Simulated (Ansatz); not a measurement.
Run on TiC (rocksalt type): DFT, PBE, PAW with Ansatz's default frozen-core files, scalar-relativistic (Ansatz 0.2.0). This run: cell relaxed at zero pressure.

The start is a guessed cell of a prototype that needn't be stable.

Command: `ansatz run input.yaml --threads 1 --pin off --max-ram 3584MiB --backend cpu --events-out ev --progress --plain --runs-dir out` It took 9 s on 1 thread of Arm Neoverse V1, with other jobs on the host, peak memory 0.33 GiB.

```yaml
crystal:
  lattice:
    - [0.0, 2.15443469, 2.15443469]
    - [2.15443469, 0.0, 2.15443469]
    - [2.15443469, 2.15443469, 0.0]
  atoms:
    - { symbol: Ti, position: [0.0, 0.0, 0.0] }
    - { symbol: C, position: [0.5, 0.5, 0.5] }
kpoints:
  mp_grid: { grid: [16, 16, 16] }
scf:
  occupations: { method: fermi_dirac, width: 0.05 }
hamiltonian:
  xc: pbe
  pseudopotentials: { kind: paw }
output:
  forces: true
  stress: true
relax:
  f_tol: 0.005
  max_steps: 40
  cell: {}
```

Output:

```
Engine: ansatz 0.2.0
Pseudopotentials: kind: paw
Pseudopotential: Ti, paw, valence charge 12, recommended cutoff 420 eV (normal), Ti.paw.azcp
Pseudopotential: C, paw, valence charge 4, recommended cutoff 420 eV (normal), C.paw.azcp
Functional definition: PBE
  parameter kappa = 0.804
  parameter beta = 0.06672455060314922
  exchange = pbe_x(kappa = kappa, mu = beta*pi^2/3)
  correlation = pbe_c(beta = beta)
Crystal: 2 atoms, lattice volume = 20.000 Å³
Basis set: ecut = 420 eV, 387 PW (Γ), exchange–correlation on 48×48×48 points (8 copies of the dense FFT grid, shifted against one another)
Bands: 12, of which v1, the nominal top of the filled ones, is band 8 counted from 1 (7 counted from 0)
Symmetry: 48 space group operations
Space group: Fm-3m (ITA 225), of the structure as read, at distance tolerance 2.7e-5 Å
k-points: 145 of 4096
Non-local potential: Ti, projectors of the file, l = 0: 3, l = 1: 2, l = 2: 3, l = 3: 1
Non-local potential: C, projectors of the file, l = 0: 2, l = 1: 2, l = 2: 1
PAW form: soft (Blöchl's): semilocal exchange-correlation on the pseudo side does not see the compensation charge
PAW one-centre angular grid: Ti, 590 points (default); XC on 64 Gauss nodes
PAW one-centre angular grid: C, 110 points (default); XC on 64 Gauss nodes
Initial density: superposition of atomic densities (neutral atoms: chi_scale 0, normalization atom), corrected by the library's trained network
Initial wavefunctions: pseudopotential atomic-orbital guess
Functional: x = pbe(κ = 0.804, μ = 0.2195149727645171), c = pbe(β = 0.06672455060314922)
SCF iter   1: F=—  HF=-2752.268816 eV  |F-HF|=—  |Δ(HF+E_count)|=         —  Δρ=3.79e-3  dr2=2.13e-3  ethr=1.77e-3  ⟨swp⟩=4.3  Hψ=8623  notcnv=0
preconditioner: auto → none  [metal: Δε(μ)=0.009 eV  Ē_g=7.959 eV  σ=0.050 eV  W_gap=0.04  n_scr=8 (ndim 8)  ℏωp=23.5 eV  f_vac=0.000  D(μ)=0.38/eV (n_scr^D=0)  sad-step TF]
SCF iter   2: F=—  HF=-2752.268373 eV  |F-HF|=—  |Δ(HF+E_count)|=   4.43e-4  Δρ=2.41e-3  dr2=9.95e-4  ethr=1.33e-5  ⟨swp⟩=1.0  Hψ=2900  notcnv=0
SCF iter   3: F=—  HF=-2752.268246 eV  |F-HF|=—  |Δ(HF+E_count)|=   1.28e-4  Δρ=1.85e-4  dr2=2.11e-6  ethr=6.22e-6  ⟨swp⟩=2.0  Hψ=1975  notcnv=0
SCF iter   4: F=—  HF=-2752.268248 eV  |F-HF|=—  |Δ(HF+E_count)|=   2.47e-6  Δρ=4.15e-5  dr2=1.87e-7  ethr=1.32e-8  ⟨swp⟩=2.0  Hψ=2797  notcnv=0
iter 5 did not close the SCF: its close was put off for the readings that it lacked (scf_convergence_deferred on its scf_iter line)
SCF iter   5: F=-2752.268248 eV  HF=-2752.268248 eV  |F-HF|=9.90e-10  |Δ(HF+E_count)|=   5.93e-8  Δρ=7.40e-6  dr2=7.26e-9  ethr=1.17e-9  ⟨swp⟩=2.0  Hψ=2815  notcnv=0
SCF iter   6: F=-2752.268248 eV  HF=-2752.268248 eV  |F-HF|=1.36e-11  |Δ(HF+E_count)|=   2.39e-9  Δρ=5.85e-7  dr2=3.02e-11  ethr=4.54e-11  ⟨swp⟩=1.9  Hψ=5418  notcnv=0
SCF 1 converged in 6 iterations: F = -2752.268248 eV  dr2 = 3.02e-11
  greatest PAW one-centre occupation: 0.999 electrons in one spin orbital (limit 2), on the Ti atom at site 0 (counted from 0), in its partial waves of l = 0
relax step   1: F+E_penalty+E_count = -2752.26824806 eV  Δ(F+E_penalty+E_count) = +0.000e0 eV  max|allowed force component| = 3.155e-30 eV/Å  Δτ_max = 0.0000 Å  P = +4.335 GPa  Ω = 20.000 Å³  (6 SCF iters, dr2 threshold 1.00e-7 eV, accepted)
Crystal: 2 atoms, lattice volume = 20.289 Å³
Basis set: ecut = 420 eV, 411 PW (Γ), exchange–correlation on 48×48×48 points (8 copies of the dense FFT grid, shifted against one another)
Initial density: handed on by an earlier stage of this run
Initial wavefunctions: those handed on with the density
iter 1 solved again at ethr=2.11e-5 eV; its pass at ethr=3.10e-3 eV (dr2=3.38e-3 eV) is discarded
SCF iter   1: F=—  HF=-2752.272698 eV  |F-HF|=—  |Δ(HF+E_count)|=         —  Δρ=3.36e-3  dr2=2.99e-3  ethr=2.11e-5  ⟨swp⟩=1.0  Hψ=10732  notcnv=0
preconditioner: auto → none  [metal: Δε(μ)=0.009 eV  Ē_g=7.867 eV  σ=0.050 eV  W_gap=0.04  n_scr=8 (ndim 8)  ℏωp=23.3 eV  f_vac=0.000  D(μ)=0.38/eV (n_scr^D=0)]
SCF iter   2: F=—  HF=-2752.272219 eV  |F-HF|=—  |Δ(HF+E_count)|=   4.78e-4  Δρ=1.24e-3  dr2=4.25e-4  ethr=1.87e-5  ⟨swp⟩=1.7  Hψ=1898  notcnv=0
SCF iter   3: F=—  HF=-2752.272140 eV  |F-HF|=—  |Δ(HF+E_count)|=   7.94e-5  Δρ=1.14e-4  dr2=2.81e-6  ethr=2.65e-6  ⟨swp⟩=2.0  Hψ=1993  notcnv=0
SCF iter   4: F=—  HF=-2752.272141 eV  |F-HF|=—  |Δ(HF+E_count)|=   8.68e-7  Δρ=2.82e-5  dr2=5.75e-8  ethr=1.76e-8  ⟨swp⟩=2.3  Hψ=2246  notcnv=0
iter 5 did not close the SCF: its close was put off for the readings that it lacked (scf_convergence_deferred on its scf_iter line)
SCF iter   5: F=-2752.272141 eV  HF=-2752.272141 eV  |F-HF|=1.17e-10  |Δ(HF+E_count)|=   6.93e-8  Δρ=1.68e-6  dr2=1.10e-10  ethr=3.60e-10  ⟨swp⟩=2.6  Hψ=2703  notcnv=0
SCF iter   6: F=-2752.272141 eV  HF=-2752.272141 eV  |F-HF|=1.50e-11  |Δ(HF+E_count)|=  1.84e-10  Δρ=4.06e-7  dr2=1.60e-11  ethr=1.00e-12  ⟨swp⟩=1.0  Hψ=5220  notcnv=0
SCF 2 converged in 6 iterations: F = -2752.272141 eV  dr2 = 1.60e-11
relax step   2: F+E_penalty+E_count = -2752.27214090 eV  Δ(F+E_penalty+E_count) = -3.893e-3 eV  max|allowed force component| = 1.397e-30 eV/Å  Δτ_max = 0.0000 Å  P = +0.571 GPa  Ω = 20.289 Å³  energy of the carried Pulay correction = -4.944e-4 eV  (6 SCF iters, dr2 threshold 2.00e-7 eV, accepted)
Crystal: 2 atoms, lattice volume = 20.334 Å³
iter 1 solved again at ethr=5.00e-7 eV; its pass at ethr=3.10e-3 eV (dr2=8.00e-5 eV) is discarded
SCF iter   1: F=—  HF=-2752.272159 eV  |F-HF|=—  |Δ(HF+E_count)|=         —  Δρ=5.11e-4  dr2=6.96e-5  ethr=5.00e-7  ⟨swp⟩=1.0  Hψ=10142  notcnv=0
preconditioner: auto → none  [metal: Δε(μ)=0.021 eV  Ē_g=7.870 eV  σ=0.050 eV  W_gap=0.11  n_scr=8 (ndim 8)  ℏωp=23.3 eV  f_vac=0.000  D(μ)=0.39/eV (n_scr^D=0)]
SCF iter   2: F=—  HF=-2752.272148 eV  |F-HF|=—  |Δ(HF+E_count)|=   1.04e-5  Δρ=1.89e-4  dr2=9.82e-6  ethr=4.35e-7  ⟨swp⟩=1.7  Hψ=1891  notcnv=0
iter 3 did not close the SCF: its close was put off for the readings that it lacked (scf_convergence_deferred on its scf_iter line)
SCF iter   3: F=-2752.272146 eV  HF=-2752.272146 eV  |F-HF|=3.48e-8  |Δ(HF+E_count)|=   1.83e-6  Δρ=1.74e-5  dr2=6.50e-8  ethr=6.14e-8  ⟨swp⟩=2.0  Hψ=1997  notcnv=0
iter 4 did not close the SCF: its close was put off for the readings that it lacked (scf_convergence_deferred on its scf_iter line)
[... lines left out ...]
iter 1 solved again at ethr=2.78e-9 eV; its pass at ethr=3.10e-3 eV (dr2=4.45e-7 eV) is discarded
SCF iter   1: F=—  HF=-2752.272762 eV  |F-HF|=—  |Δ(HF+E_count)|=         —  Δρ=1.30e-4  dr2=2.84e-7  ethr=2.78e-9  ⟨swp⟩=2.8  Hψ=13238  notcnv=0
preconditioner: auto → none  [metal: Δε(μ)=0.020 eV  Ē_g=7.873 eV  σ=0.050 eV  W_gap=0.10  n_scr=8 (ndim 8)  ℏωp=23.3 eV  f_vac=0.000  D(μ)=0.39/eV (n_scr^D=0)]
SCF iter   2: F=—  HF=-2752.272768 eV  |F-HF|=—  |Δ(HF+E_count)|=   6.21e-6  Δρ=6.41e-5  dr2=4.95e-8  ethr=1.78e-9  ⟨swp⟩=2.0  Hψ=2110  notcnv=0
SCF iter   3: F=—  HF=-2752.272770 eV  |F-HF|=—  |Δ(HF+E_count)|=   1.84e-6  Δρ=6.47e-6  dr2=6.95e-10  ethr=3.09e-10  ⟨swp⟩=2.0  Hψ=2319  notcnv=0
iter 4 did not close the SCF: its close was put off for the readings that it lacked (scf_convergence_deferred on its scf_iter line)
SCF iter   4: F=-2752.272770 eV  HF=-2752.272770 eV  |F-HF|=5.82e-11  |Δ(HF+E_count)|=   1.71e-8  Δρ=5.79e-7  dr2=1.81e-11  ethr=4.34e-12  ⟨swp⟩=2.0  Hψ=2350  notcnv=0
iter 5 did not close the SCF: its close was put off for the readings that it lacked (scf_convergence_deferred on its scf_iter line)
SCF iter   5: F=-2752.272770 eV  HF=-2752.272770 eV  |F-HF|=9.09e-13  |Δ(HF+E_count)|=  6.18e-11  Δρ=8.27e-8  dr2=5.54e-13  ethr=1.00e-12  ⟨swp⟩=1.0  Hψ=1740  notcnv=0
iter 6 did not close the SCF: its close was put off for the readings that it lacked (scf_convergence_deferred on its scf_iter line)
SCF iter   6: F=-2752.272770 eV  HF=-2752.272770 eV  |F-HF|=4.55e-13  |Δ(HF+E_count)|=  4.55e-13  Δρ=4.83e-9  dr2=1.74e-15  ethr=1.00e-12  ⟨swp⟩=1.0  Hψ=1740  notcnv=0
iter 7 did not close the SCF: its close was put off for the readings that it lacked (scf_convergence_deferred on its scf_iter line)
SCF iter   7: F=-2752.272770 eV  HF=-2752.272770 eV  |F-HF|=9.09e-13  |Δ(HF+E_count)|=  4.55e-13  Δρ=2.81e-9  dr2=1.93e-15  ethr=1.00e-12  ⟨swp⟩=1.0  Hψ=1740  notcnv=0
SCF iter   8: F=-2752.272770 eV  HF=-2752.272770 eV  |F-HF|=1.36e-12  |Δ(HF+E_count)|=    0.00e0  Δρ=5.51e-10  dr2=4.52e-17  ethr=1.00e-12  ⟨swp⟩=2.0  Hψ=4381  notcnv=0
SCF 4 converged in 8 iterations: F = -2752.272770 eV  dr2 = 4.52e-17
relax step   4: F+E_penalty+E_count = -2752.27276957 eV  Δ(F+E_penalty+E_count) = -6.231e-4 eV  max|allowed force component| = 1.808e-30 eV/Å  Δτ_max = 0.0000 Å  P = +0.048 GPa  Ω = 20.334 Å³  stress off target by 4.84e-2 GPa  SCF on the basis re-selected at this cell (its energy is not comparable with the rows above)  (8 SCF iters)
basis re-selected at this cell: Δ(F+E_penalty+E_count) = -6.231e-4 eV, ΔP = +0.035 GPa vs the last step (what re-selecting the basis moved, of the pressure what is left beyond the Pulay correction that the steps carried, after the strain that the cell walked since its last selection, with what the two solves' SCF thresholds leave and, on support functions, any second-order correction that the steps lacked; it is no measure of the basis error at this ecutwfc). This SCF's stress stands 4.84e-2 GPa from its target on what of the cell is left free (relax.cell.stress_tol is 5.00e-2 GPa) and its largest allowed force component is 1.81e-30 eV/Å (relax.f_tol is 5.00e-3 eV/Å): within both
SCF converged after 8 iterations
Free energy (F): -2752.272770 eV
Harris-Foulkes:  -2752.272770 eV  (|F-HF|=1.36e-12)
Internal energy: -2752.269807 eV  (E = F + TS)
E sigma→0 (E₀):  -2752.271288 eV
Entropy (-TS):   -0.002962 eV (-1.481 meV/atom)
Fermi energy:    14.674017 eV
--- Per-component energies (eV) ---
  E_band       = -111.161445
  E_kinetic    = 362.281378
  E_local      = -775.924502  (includes V_loc(G=0)·N_el)
  E_nonlocal   = 31.957005
  E_hartree    = 314.910510
  E_xc         = -147.406273
  E_vxc        = -184.082390  (∫ρ·V_xc dr)
  E_paw        = -1145.231992  (= ΣΔE_a)
  E_vpaw       = -175.214109  (= ΣTr[D̂ρ^β])
  E_aug_tail   = 0.000151  (compensation charges beyond the density's cutoff)
  E_ewald      = -1392.856085
  E_smearing   = -0.002962  (= −TS)
  E_closure    = 0.000000  (closes the sum)
  Σ components = -2752.272770   (vs F -2752.272770, Δ=0.00e0)
--- Forces (eV/Å), atoms counted from 1 ---
  atom   1  Ti    -0.00000000     0.00000000    -0.00000000
  atom   2  C      0.00000000    -0.00000000    -0.00000000
  max |Σ_I F_I| component: 2.43e-30 eV/Å
--- Stress (GPa, compression-positive) ---
        0.048402      -0.000000      -0.000000
        0.000000       0.048402      -0.000000
       -0.000000      -0.000000       0.048402
  P = ⅓ Tr σ = 0.0484 GPa (0.484 kbar)
--- Relaxed structure (3 steps of the walk, 3 accepted, 1 SCFs on fresh bases) ---
  F+E_penalty+E_count = -2752.27276957 eV   max|allowed force component| = 1.808e-30 eV/Å   (the final SCF, on the basis selected at the relaxed cell)
  cell:  # Å, volume = 20.3338 Å³
    - [-4.840603431250811e-34, 2.166352994173887, 2.166352994173887]
    - [2.166352994173887, -5.604909236185149e-34, 2.166352994173887]
    - [2.166352994173887, 2.166352994173887, -2.292917414803016e-34]
  atoms:
    - { symbol: Ti, position: [-4.0739338847802656e-36, 2.211564108880464e-36, 3.84113766279365e-36] }
    - { symbol: C, position: [0.5, 0.5, 0.5] }
```

Next run (rocksalt relaxed under pressure), as changes to the input before:

```diff
   lattice:
-    - [0.0, 2.15443469, 2.15443469]
-    - [2.15443469, 0.0, 2.15443469]
-    - [2.15443469, 2.15443469, 0.0]
+    - [0.0, 1.9941634772, 1.9941634772]
+    - [1.9941634772, 0.0, 1.9941634772]
+    - [1.9941634772, 1.9941634772, 0.0]
   atoms:
 kpoints:
-  mp_grid: { grid: [16, 16, 16] }
+  mp_grid: { grid: [17, 17, 17] }
 scf:
   stress: true
+  eigenvalues: true
 relax:
   max_steps: 40
-  cell: {}
+  cell: { p_target: 100.0, stress_tol: 0.05 }
```

Command: `ansatz run input.yaml --threads 1 --pin off --max-ram 3584MiB --backend cpu --events-out ev --progress --plain --runs-dir out` It took 9.3 s on 1 thread of Arm Neoverse V1, with other jobs on the host, peak memory 0.33 GiB.

Results part of the output:

```
basis re-selected at this cell: Δ(F+E_penalty+E_count) = -1.044e-4 eV, ΔP = +0.008 GPa vs the last step (what re-selecting the basis moved, of the pressure what is left beyond the Pulay correction that the steps carried, after the strain that the cell walked since its last selection, with what the two solves' SCF thresholds leave and, on support functions, any second-order correction that the steps lacked; it is no measure of the basis error at this ecutwfc). This SCF's stress stands 8.21e-3 GPa from its target on what of the cell is left free (relax.cell.stress_tol is 5.00e-2 GPa) and its largest allowed force component is 1.56e-29 eV/Å (relax.f_tol is 5.00e-3 eV/Å): within both
SCF converged after 7 iterations
Free energy (F): -2751.143301 eV
Harris-Foulkes:  -2751.143301 eV  (|F-HF|=1.82e-12)
Internal energy: -2751.141108 eV  (E = F + TS)
E sigma→0 (E₀):  -2751.142205 eV
Entropy (-TS):   -0.002193 eV (-1.096 meV/atom)
Fermi energy:    19.352474 eV
--- Per-component energies (eV) ---
  E_band       = -35.574817
  E_kinetic    = 380.056082
  E_local      = -627.004951  (includes V_loc(G=0)·N_el)
  E_nonlocal   = 34.030580
  E_hartree    = 273.294129
  E_xc         = -152.188087
  E_vxc        = -190.507226  (∫ρ·V_xc dr)
  E_paw        = -1147.667472  (= ΣΔE_a)
  E_vpaw       = -178.737683  (= ΣTr[D̂ρ^β])
  E_aug_tail   = 0.000122  (compensation charges beyond the density's cutoff)
  E_ewald      = -1511.661510
  E_smearing   = -0.002193  (= −TS)
  E_closure    = -0.000000  (closes the sum)
  Σ components = -2751.143301   (vs F -2751.143301, Δ=0.00e0)
--- Forces (eV/Å), atoms counted from 1 ---
  atom   1  Ti    -0.00000000     0.00000000     0.00000000
  atom   2  C      0.00000000     0.00000000     0.00000000
  max |Σ_I F_I| component: 1.92e-29 eV/Å
--- Stress (GPa, compression-positive) ---
      100.008207      -0.000000      -0.000000
       -0.000000     100.008207      -0.000000
       -0.000000      -0.000000     100.008207
  P = ⅓ Tr σ = 100.0082 GPa (1000.082 kbar)
--- Band table (eV; the first three rows and the last of 165) ---
  k-point 0: bands = ["-36.5233", "-12.3452", "-12.3452", "-12.3452", "5.9058", "20.0622", "20.0622", "20.0622", "21.3405", "21.3405", "21.3405", "21.6048"]
  k-point 1: bands = ["-36.5161", "-12.3888", "-12.3486", "-12.3486", "6.0145", "19.5643", "19.8685", "19.8685", "20.5876", "20.5876", "21.6587", "22.7152"]
  k-point 2: bands = ["-36.4957", "-12.5122", "-12.3583", "-12.3583", "6.3318", "18.6042", "18.9946", "18.9946", "20.6272", "20.6272", "22.1279", "24.0277"]
  k-point 164: bands = ["-36.2371", "-13.1055", "-13.0326", "-12.7495", "9.1411", "15.5823", "15.8415", "16.1865", "22.7909", "23.2123", "24.2551", "26.4478"]
--- Relaxed structure (3 steps of the walk, 3 accepted, 1 SCFs on fresh bases) ---
  F+E_penalty+E_count = -2751.14330096 eV   max|allowed force component| = 1.565e-29 eV/Å   (the final SCF, on the basis selected at the relaxed cell)
  cell:  # Å, volume = 15.9064 Å³
    - [5.295653990243294e-35, 1.9960936561392346, 1.9960936561392346]
    - [1.9960936561392346, -2.2115606445512157e-34, 1.9960936561392346]
    - [1.9960936561392346, 1.9960936561392346, -2.7010696521060042e-34]
  atoms:
    - { symbol: Ti, position: [-7.545182660569656e-37, 6.287652217140165e-37, 1.1317773990860132e-36] }
    - { symbol: C, position: [0.49999999999999994, 0.49999999999999994, 0.49999999999999994] }
```

Next run (CsCl relaxed under pressure), as changes to the input before:

```diff
   lattice:
-    - [0.0, 1.9941634772, 1.9941634772]
-    - [1.9941634772, 0.0, 1.9941634772]
-    - [1.9941634772, 1.9941634772, 0.0]
+    - [2.4757704184, 0.0, 0.0]
+    - [0.0, 2.4757704184, 0.0]
+    - [0.0, 0.0, 2.4757704184]
   atoms:
 kpoints:
-  mp_grid: { grid: [17, 17, 17] }
+  mp_grid: { grid: [15, 15, 15] }
 scf:
```

Results part of the output:

```
basis re-selected at this cell: Δ(F+E_penalty+E_count) = -9.076e-5 eV, ΔP = +0.004 GPa vs the last step (what re-selecting the basis moved, of the pressure what is left beyond the Pulay correction that the steps carried, after the strain that the cell walked since its last selection, with what the two solves' SCF thresholds leave and, on support functions, any second-order correction that the steps lacked; it is no measure of the basis error at this ecutwfc). This SCF's stress stands 4.27e-3 GPa from its target on what of the cell is left free (relax.cell.stress_tol is 5.00e-2 GPa) and its largest allowed force component is 3.42e-30 eV/Å (relax.f_tol is 5.00e-3 eV/Å): within both
SCF converged after 8 iterations
Free energy (F): -2748.746063 eV
Harris-Foulkes:  -2748.746063 eV  (|F-HF|=4.55e-13)
Internal energy: -2748.725950 eV  (E = F + TS)
E sigma→0 (E₀):  -2748.736006 eV
Entropy (-TS):   -0.020113 eV (-10.056 meV/atom)
Fermi energy:    20.794920 eV
--- Per-component energies (eV) ---
  E_band       = -14.281882
  E_kinetic    = 380.068831
  E_local      = -583.986046  (includes V_loc(G=0)·N_el)
  E_nonlocal   = 36.491171
  E_hartree    = 261.657197
  E_xc         = -151.630420
  E_vxc        = -189.822942  (∫ρ·V_xc dr)
  E_paw        = -1148.624866  (= ΣΔE_a)
  E_vpaw       = -180.347414  (= ΣTr[D̂ρ^β])
  E_aug_tail   = 0.000122  (compensation charges beyond the density's cutoff)
  E_ewald      = -1542.701940
  E_smearing   = -0.020113  (= −TS)
  E_closure    = 0.000000  (closes the sum)
  Σ components = -2748.746063   (vs F -2748.746063, Δ=0.00e0)
--- Forces (eV/Å), atoms counted from 1 ---
  atom   1  Ti    -0.00000000    -0.00000000    -0.00000000
  atom   2  C     -0.00000000    -0.00000000     0.00000000
  max |Σ_I F_I| component: 5.78e-30 eV/Å
--- Stress (GPa, compression-positive) ---
      100.004273       0.000000       0.000000
        0.000000     100.004273       0.000000
        0.000000       0.000000     100.004273
  P = ⅓ Tr σ = 100.0043 GPa (1000.043 kbar)
--- Band table (eV; the first three rows and the last of 120) ---
  k-point 0: bands = ["-35.4883", "-10.9866", "-10.9866", "-10.9866", "6.3395", "18.3821", "18.3821", "22.7799", "22.7799", "22.7799", "25.3215", "25.3215"]
  k-point 1: bands = ["-35.4767", "-11.0687", "-10.9789", "-10.9789", "6.4596", "18.3181", "18.4310", "22.4779", "22.4779", "22.7562", "25.3369", "25.6365"]
  k-point 2: bands = ["-35.4438", "-11.2968", "-10.9570", "-10.9570", "6.8075", "18.0290", "18.5724", "21.8342", "21.8342", "22.8366", "25.3802", "26.3225"]
  k-point 119: bands = ["-34.7303", "-12.0313", "-12.0257", "-12.0257", "12.9959", "13.6265", "13.6265", "15.2780", "27.0849", "27.0849", "29.4197", "29.9579"]
--- Relaxed structure (3 steps of the walk, 3 accepted, 1 SCFs on fresh bases) ---
  F+E_penalty+E_count = -2748.74606257 eV   max|allowed force component| = 3.418e-30 eV/Å   (the final SCF, on the basis selected at the relaxed cell)
  cell:  # Å, volume = 15.2156 Å³
    - [2.4779710343698844, 1.1836444449879886e-34, -4.012354050806742e-36]
    - [1.1435209044799213e-34, 2.4779710343698844, 2.006177025403371e-36]
    - [-4.012354050806742e-36, 0.0, 2.4779710343698844]
  atoms:
    - { symbol: Ti, position: [1.620648676059623e-36, 7.596790669022214e-38, -3.038716267611419e-37] }
    - { symbol: C, position: [0.49999999999999994, 0.49999999999999994, 0.49999999999999994] }
```
